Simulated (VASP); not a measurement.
HgSe:

```
Hg Se
1.0
     0.00000    3.03900    3.03900
     3.03900    0.00000    3.03900
     3.03900    3.03900    0.00000
Hg Se
1 1
Cartesian
  0.0000 0.0000 0.0000
  4.5585 4.5585 4.5585
```

| Quantity | Value |
| --- | --- |
| Program | VASP 6.6.1 |
| Task | relaxation of cell and atoms |
| Functional | HSE03 |
| Potentials or basis | VASP PAW PBE potentials, release 64 (Hg, Se) |
| Cutoff | 600 eV |
| k mesh | 4 × 4 × 4 |
| Occupations | fermi-dirac, width 0.05 eV |
| Spin | no spin polarisation |

At the start: pressure 3.6 GPa; volume 28.07 Å³/atom.

How do energy, volume and symmetry change on relaxing?

Over 3 steps the energy falls by 19.8 meV/atom and the volume is 29.91 Å³/atom (+6.6 %); space group F-43m (No. 216, to 0.05 Å).

The path:
| step | energy change (eV) | largest force (eV/Å) | pressure (GPa) | volume (Å³) |
| --- | --- | --- | --- | --- |
| 1 | 0.0000 | 0.0000 | 3.65 | 56.13 |
| 2 | -0.0329 | 0.0000 | -1.25 | 61.49 |
| 3 | -0.0395 | 0.0000 | 0.01 | 59.82 |

Final structure:
```
Hg Se
1.0
     0.00000    3.10416    3.10416
     3.10416    0.00000    3.10416
     3.10416    3.10416    0.00000
Hg Se
1 1
Direct
  0.00000 0.00000 0.00000
  0.75000 0.75000 0.75000
```

Caveat: the k mesh is coarse (spacing up to 0.45 Å⁻¹), so the values aren't converged, least of all with exact exchange; the PAW data sets were made with another functional, which shifts forces and pressure a little.
